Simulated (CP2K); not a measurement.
# Cu in CP2K: work function with PBE

Aim: the work function of Cu with PBE.

All numbers are computed with CP2K 2026.2; they aren't measurements. Logs are shortened: lines on timing, memory, paths and dates and some standing lists are left out, and cuts for length are marked.

### 1 The cell of the first run

The cell holds a slab with vacuum, 5 atoms: a = 2.534 Å, b = 2.534 Å, c = 23.225 Å, α = 90.00°, β = 90.00°, γ = 120.00°.

### 2 Work function, PBE (the (0 0 1) slab of Cu, cut from the database cell, not relaxed)

The input, cu_workfunction.inp:

```
&GLOBAL
  PROJECT cu_workfunction
  RUN_TYPE ENERGY_FORCE
  PRINT_LEVEL LOW
&END GLOBAL
&FORCE_EVAL
  METHOD QS
  &DFT
    BASIS_SET_FILE_NAME BASIS_MOLOPT_UZH
    POTENTIAL_FILE_NAME POTENTIAL_UZH
    &MGRID
      CUTOFF 450
      REL_CUTOFF 60
      NGRIDS 4
    &END MGRID
    &QS
      METHOD GPW
      EPS_DEFAULT 1.0E-10
    &END QS
    &KPOINTS
      SCHEME MONKHORST-PACK 12 12 1
      GAMMA_CENTERED T
      SYMMETRY T
      SYMMETRY_BACKEND SPGLIB
    &END KPOINTS
    &SCF
      SCF_GUESS ATOMIC
      EPS_SCF 1.0E-6
      MAX_SCF 100
      ADDED_MOS 31
      CHOLESKY OFF
      EPS_EIGVAL 1.0E-7
      &DIAGONALIZATION ON
        ALGORITHM STANDARD
      &END DIAGONALIZATION
      &MIXING ON
        METHOD BROYDEN_MIXING
        ALPHA 0.2
        BETA 1.5
        NBUFFER 8
      &END MIXING
      &SMEAR ON
        METHOD FERMI_DIRAC
        ELECTRONIC_TEMPERATURE [K] 580.226
      &END SMEAR
    &END SCF
    &XC
      &XC_FUNCTIONAL PBE
      &END XC_FUNCTIONAL
    &END XC
    &PRINT
      &KPOINTS ON
      &END KPOINTS
      &MULLIKEN ON
      &END MULLIKEN
      &MO ON
        ENERGIES T
        OCCUPATION_NUMBERS T
        &EACH
          QS_SCF 0
        &END EACH
        ADD_LAST NUMERIC
      &END MO
      &LOWDIN ON
      &END LOWDIN
      &HIRSHFELD ON
        SHAPE_FUNCTION DENSITY
      &END HIRSHFELD
      &E_DENSITY_CUBE ON
        STRIDE 1
      &END E_DENSITY_CUBE
      &V_HARTREE_CUBE ON
        STRIDE 1
      &END V_HARTREE_CUBE
      &ELF_CUBE ON
        STRIDE 1
      &END ELF_CUBE
    &END PRINT
  &END DFT
  &SUBSYS
    &CELL
      ABC 2.5340966698 2.5340966698 23.2251420000
      ALPHA_BETA_GAMMA 90.0000000000 90.0000000000 119.9999999999
      PERIODIC XYZ
    &END CELL
    &COORD
      SCALED
      Cu  0.3333333300 0.6666666600 0.3229259050
      Cu  0.6666666700 0.3333333400 0.4114629525
      Cu  0.3333333300 0.6666666600 0.5000000000
      Cu  0.6666666700 0.3333333400 0.5885370475
      Cu  0.3333333300 0.6666666600 0.6770740950
    &END COORD
    &KIND Cu
      BASIS_SET TZVP-MOLOPT-PBE-GTH-q11
      POTENTIAL GTH-PBE-q11
    &END KIND
    &PRINT
      &ATOMIC_COORDINATES ON
      &END ATOMIC_COORDINATES
      &CELL ON
      &END CELL
    &END PRINT
  &END SUBSYS
  &PRINT
    &FORCES ON
    &END FORCES
  &END PRINT
&END FORCE_EVAL
```

Potentials or basis: POTENTIAL_UZH Cu GTH-PBE-q11; TZVP-MOLOPT-PBE-GTH basis.

Started as:

```bash
$ OMP_NUM_THREADS=1 mpirun -n 2 cp2k.psmp -i cu_workfunction.inp -o cu_workfunction.out
```

cu_workfunction.out:

```text

 CP2K| version string:                                       CP2K version 2026.2
 CP2K| Input file name                                       cu_workfunction.inp

 GLOBAL| Force Environment number                                              1
 GLOBAL| Basis set file name                                    BASIS_MOLOPT_UZH
 GLOBAL| Potential file name                                       POTENTIAL_UZH
 GLOBAL| MM Potential file name                                     MM_POTENTIAL
 GLOBAL| Coordinate file name                                      __STD_INPUT__
 GLOBAL| Method name                                                        CP2K
 GLOBAL| Project name                                            cu_workfunction
 GLOBAL| Run type                                                   ENERGY_FORCE
 GLOBAL| FFT library                                                       FFTW3
 GLOBAL| Diagonalization library                                       ScaLAPACK
 GLOBAL| Cholesky decomposition library                                ScaLAPACK
 GLOBAL| DGEMM library                                                      BLAS
 GLOBAL| Direct generalized diagonalization requested                          F
 GLOBAL| Matrix multiplication library                                 ScaLAPACK
 GLOBAL| Global print level                                                  LOW
 GLOBAL| Total number of message passing processes                             2
 GLOBAL| Number of threads for this process                                    1
 GLOBAL| CPU model name                                                  UNKNOWN

 CELL| Volume [angstrom^3]:                                           129.162180
 CELL| Vector a [angstrom]:       2.534     0.000     0.000   |a| =     2.534097
 CELL| Vector b [angstrom]:      -1.267     2.195     0.000   |b| =     2.534097
 CELL| Vector c [angstrom]:       0.000     0.000    23.225   |c| =    23.225142
 CELL| Angle (b,c), alpha [degree]:                                    90.000000
 CELL| Angle (a,c), beta  [degree]:                                    90.000000
 CELL| Angle (a,b), gamma [degree]:                                   120.000000
 CELL| Numerically orthorhombic:                                              NO
 CELL| Periodicity                                                           XYZ

 CELL_REF| Volume [angstrom^3]:                                       129.162180
 CELL_REF| Vector a [angstrom     2.534     0.000     0.000   |a| =     2.534097
 CELL_REF| Vector b [angstrom    -1.267     2.195     0.000   |b| =     2.534097
 CELL_REF| Vector c [angstrom     0.000     0.000    23.225   |c| =    23.225142
 CELL_REF| Angle (b,c), alpha [degree]:                                90.000000
 CELL_REF| Angle (a,c), beta  [degree]:                                90.000000
 CELL_REF| Angle (a,b), gamma [degree]:                               120.000000
 CELL_REF| Numerically orthorhombic:                                          NO
 CELL_REF| Periodicity                                                       XYZ
[... 9 lines left out ...]
 TOTAL NUMBERS AND MAXIMUM NUMBERS

  Total number of            - Atomic kinds:                                   1
                             - Atoms:                                          5
                             - Shell sets:                                     5
                             - Shells:                                        50
                             - Primitive Cartesian functions:                 30
                             - Cartesian basis functions:                    200
                             - Spherical basis functions:                    170

  Maximum angular momentum of the orbital basis functions:                     3

 MODULE QUICKSTEP: ATOMIC COORDINATES IN ANGSTROM

   Atom Kind Element         X             Y             Z       Z(eff)     Mass
      1    1 Cu   29      0.000000      1.463061      7.500000  11.0000  63.5460
      2    1 Cu   29      1.267048      0.731531      9.556285  11.0000  63.5460
      3    1 Cu   29      0.000000      1.463061     11.612571  11.0000  63.5460
      4    1 Cu   29      1.267048      0.731531     13.668857  11.0000  63.5460
      5    1 Cu   29      0.000000      1.463061     15.725142  11.0000  63.5460

 SCF PARAMETERS         Density guess:                                    ATOMIC
                        --------------------------------------------------------
                        max_scf:                                             100
[... 7 lines left out ...]
                        --------------------------------------------------------
                        level_shift [a.u.]:                             0.000000
                        added MOs                                        31    0
                        --------------------------------------------------------
                        Mixing method:                            BROYDEN_MIXING
                                                charge density mixing in g-space
                        --------------------------------------------------------
                        Smear method:                                FERMI_DIRAC
                        Electronic temperature [K]:                        580.2
                        Electronic temperature [a.u.]:                  1.84E-03
[... 21 lines left out ...]
 BRILLOUIN|     5           0.08333       -0.41667        0.08333        0.00000
 BRILLOUIN|     6           0.08333       -0.41667        0.16667        0.00000
[... 11 lines left out ...]
 BRILLOUIN|    18           0.00694        0.00000        0.00000        0.00000
 BRILLOUIN|    19           0.02083        0.00000        0.50000        0.00000
 *******************************************************************************

 Extrapolation method: initial_guess

 Number of electrons:                                                         55
 Number of occupied orbitals:                                                 28
 Number of molecular orbitals:                                                59

 Number of orbital functions:                                                170
 Number of independent orbital functions:                                    170

 SCF WAVEFUNCTION OPTIMIZATION

  Step     Update method      Time    Convergence         Total energy    Change
  ------------------------------------------------------------------------------
     1 NoMix/Diag. 0.20E+00    4.3     1.35670863      -238.9494350135 -2.39E+02
     2 Broy./Diag. 0.20E+00    5.5     0.03951373      -234.2420085765  4.71E+00
     3 Broy./Diag. 0.20E+00    5.8     0.06019661      -236.6355187974 -2.39E+00
     4 Broy./Diag. 0.20E+00    5.7     0.00704631      -238.9083462354 -2.27E+00
     5 Broy./Diag. 0.20E+00    5.7     0.01824220      -238.7496086110  1.59E-01
     6 Broy./Diag. 0.20E+00    5.6     0.00392242      -238.8977642983 -1.48E-01
     7 Broy./Diag. 0.20E+00    5.6     0.00736137      -238.8684783649  2.93E-02
     8 Broy./Diag. 0.20E+00    5.6     0.00296617      -238.9263723112 -5.79E-02
     9 Broy./Diag. 0.20E+00    5.5     0.00357352      -238.9120217491  1.44E-02
    10 Broy./Diag. 0.20E+00    5.5     0.00343939      -238.9159638296 -3.94E-03
    11 Broy./Diag. 0.20E+00    5.4     0.00154117      -238.9200870221 -4.12E-03
[... 12 lines left out ...]
    24 Broy./Diag. 0.20E+00    5.5     0.00002695      -238.9280196444 -9.78E-05
    25 Broy./Diag. 0.20E+00    5.5     0.00002804      -238.9281132459 -9.36E-05
    26 Broy./Diag. 0.20E+00    5.5     0.00000646      -238.9280253746  8.79E-05
    27 Broy./Diag. 0.20E+00    5.5     0.00003163      -238.9279507930  7.46E-05
    28 Broy./Diag. 0.20E+00    5.5     0.00000798      -238.9279808595 -3.01E-05
    29 Broy./Diag. 0.20E+00    5.5     0.00001075      -238.9280077774 -2.69E-05
    30 Broy./Diag. 0.20E+00    5.5     0.00000486      -238.9280102174 -2.44E-06
    31 Broy./Diag. 0.20E+00    5.5     0.00000239      -238.9280057366  4.48E-06
    32 Broy./Diag. 0.20E+00    5.5     0.00000354      -238.9280105970 -4.86E-06
    33 Broy./Diag. 0.20E+00    5.5     0.00000067      -238.9280123789 -1.78E-06

  *** SCF run converged in    33 steps ***

  Electronic density on regular grids:        -54.9999999194        0.0000000806
  Core density on regular grids:               54.9999999936       -0.0000000064
  Total charge density on r-space grids:        0.0000000742
  Total charge density g-space grids:           0.0000000742

  Overlap energy of the core charge distribution:               0.00000010413926
  Self energy of the core charge distribution:               -323.34126570228250
  Core Hamiltonian energy:                                    110.87200616734729
  Hartree energy:                                              12.11615348588123
  Exchange-correlation energy:                                -38.57402255794194
  Electronic entropic energy:                                  -0.00088387678716
  Fermi energy:                                                 0.01460074098749

  Total energy:                                              -238.92801237891646
  Total energy (extrapolated to T->0):                       -238.92757044052289

 MO| EIGENVALUES AND OCCUPATION NUMBERS FOR K POINT 1
 MO|
 MO|  Index      Eigenvalue [a.u.]        Eigenvalue [eV]             Occupation
 MO|      1              -0.158351              -4.308962               2.000000
 MO|      2              -0.156451              -4.257249               2.000000
 MO|      3              -0.147585              -4.015998               2.000000
 MO|      4              -0.144276              -3.925959               2.000000
 MO|      5              -0.141652              -3.854541               2.000000
 MO|      6              -0.131083              -3.566951               2.000000
[... 896 lines left out ...]
 MO|     58               1.072747              29.190934               0.000000
 MO|     59               1.120888              30.500917               0.000000
 MO| Sum:                                                              57.999999
 MO| E(Fermi):            0.014601 a.u.          0.397306 eV

 [... the levels of further k-points ...]

 The electron density is written in Cube    file format to the file:

 cu_workfunction-ELECTRON_DENSITY-1_0.cube

 !-----------------------------------------------------------------------------!
                     Mulliken Population Analysis

 #  Atom  Element  Kind  Atomic population                           Net charge
       1     Cu       1         11.067311                             -0.067311
       2     Cu       1         10.960931                              0.039069
       3     Cu       1         10.943590                              0.056410
       4     Cu       1         10.960966                              0.039034
       5     Cu       1         11.067202                             -0.067202
 # Total charge                             55.000000                  0.000000

 !-----------------------------------------------------------------------------!

 !-----------------------------------------------------------------------------!
                           Hirshfeld Charges

  #Atom  Element  Kind  Ref Charge     Population                    Net charge
      1       Cu     1      11.000         11.006                        -0.006
      2       Cu     1      11.000         10.992                         0.008
      3       Cu     1      11.000         11.005                        -0.005
      4       Cu     1      11.000         10.992                         0.008
      5       Cu     1      11.000         11.006                        -0.006

  Total Charge                                                            0.000
 !-----------------------------------------------------------------------------!

 LOWDIN POPULATION ANALYSIS

 #  Atom  Element  Kind  Atomic population                           Net charge
       1     Cu       1         10.875385                              0.124615
       2     Cu       1         11.119169                             -0.119169
       3     Cu       1         11.010892                             -0.010892
       4     Cu       1         11.119170                             -0.119170
       5     Cu       1         10.875384                              0.124616
 # Total charge                             55.000000                  0.000000

               ----- ELF is computed on the real space grid -----

 ELF is written in Cube    file format to the file:

 cu_workfunction-ELF_S1-1_0.cube

 ENERGY| Total FORCE_EVAL ( QS ) energy [hartree]           -238.928006007241237

 FORCES| Atomic forces [hartree/bohr]
 FORCES|   Atom     x               y               z               |f|
 FORCES|      1  2.23098780E-09  7.97160212E-10 -6.49902694E-03   6.49902694E-03
 FORCES|      2  1.17138979E-08 -2.43869616E-09  3.65538624E-05   3.65538643E-05
 FORCES|      3 -1.04560019E-08 -4.12876169E-09  1.66758549E-09   1.13646597E-08
 FORCES|      4  1.15329970E-08 -4.65168922E-09 -3.65429125E-05   3.65429147E-05
 FORCES|      5  1.97261802E-09  1.64696570E-09  6.49901516E-03   6.49901516E-03
 FORCES| Sum     1.69944988E-08 -8.77502116E-09  8.40984756E-10
 FORCES| Total atomic force                                       1.91447444E-08
```

Run time: 3.5 min. Hardware: 2 MPI ranks of Arm Neoverse V2, shared host.

What came out:

```
Free energy                     : -6501.5617 eV
Largest force                   : 0.334 eV/Å
Band gap on the k mesh          : none (metal or under the smearing width)
Work function                   : 4.80 eV
Work function of the upper face : 4.80 eV
Work function of the lower face : 4.80 eV
```

Forces in eV/Å, atoms in the order of the input:
```
Cu   0.000  0.000 -0.334
Cu   0.000  0.000  0.002
Cu   0.000  0.000  0.000
Cu   0.000  0.000 -0.002
Cu   0.000  0.000  0.334
```

Caveat: the basis of atomic orbitals isn't converged, which shifts pressures, moduli and gaps.
